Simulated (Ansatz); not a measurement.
The system is MnO2.

```
Mn O
1.0
     2.90416    0.00000    0.00000
     0.00000    3.84481    0.00000
     0.00000    0.00000    6.16426
Mn O
2 4
Direct
  0.50000 0.50000 0.34330
  0.00000 0.00000 0.65670
  0.50000 0.00000 0.83757
  0.00000 0.50000 0.16243
  0.50000 0.00000 0.42180
  0.00000 0.50000 0.57820
```

Measurements of this composition are mostly on another form, of space group No. 136.

Base run:

- Program: Ansatz 0.2.0
- Functional: LDA
- Potentials or basis: Ansatz PAW
- Cutoff: 420 eV (not typed: the program's choice for these potentials)
- k mesh: 9 × 7 × 5
- Occupations: fermi-dirac, width 0.05 eV
- Spin: collinear spin, ferromagnetic start
- Starting moments: [4.0, 4.0, 0.0, 0.0, 0.0, 0.0] μB

Its results: band gap on the k mesh none (metal or under the smearing width); pressure -19.4 GPa; net moment 6.00 μB per cell; site moments Mn +2.38; O +0.13, +0.01 μB; largest force 1.559 eV/Å.

Problem. The run is repeated on the same cell with these changes: functional from LDA to r2SCAN; cutoff from 420 eV (not typed: the program's choice for these potentials) to 500 eV (not typed: the program's choice for these potentials). What comes out?

Solution. Band gap on the k mesh none (metal or under the smearing width); pressure -12.6 GPa; net moment 6.00 μB per cell; site moments Mn +2.53; O +0.07, -0.02 μB; largest force 1.057 eV/Å.

Caveats: semilocal functionals often make such compounds metallic where correlation or magnetic order opens a gap, which also shifts bond lengths; only a ferromagnetic start was run, and an antiferromagnetic order may lie lower in energy; the PAW data sets come from PBE, with cores solved anew for the run's functional, which leaves a small shift of forces and pressure; forces of over 1 eV/Å show positions far from the minimum, so gaps and moduli don't describe the material at rest; the density of states is complete only up to the lowest level of the last band computed; the magnetic or orbital state may not be the lowest (some runs).
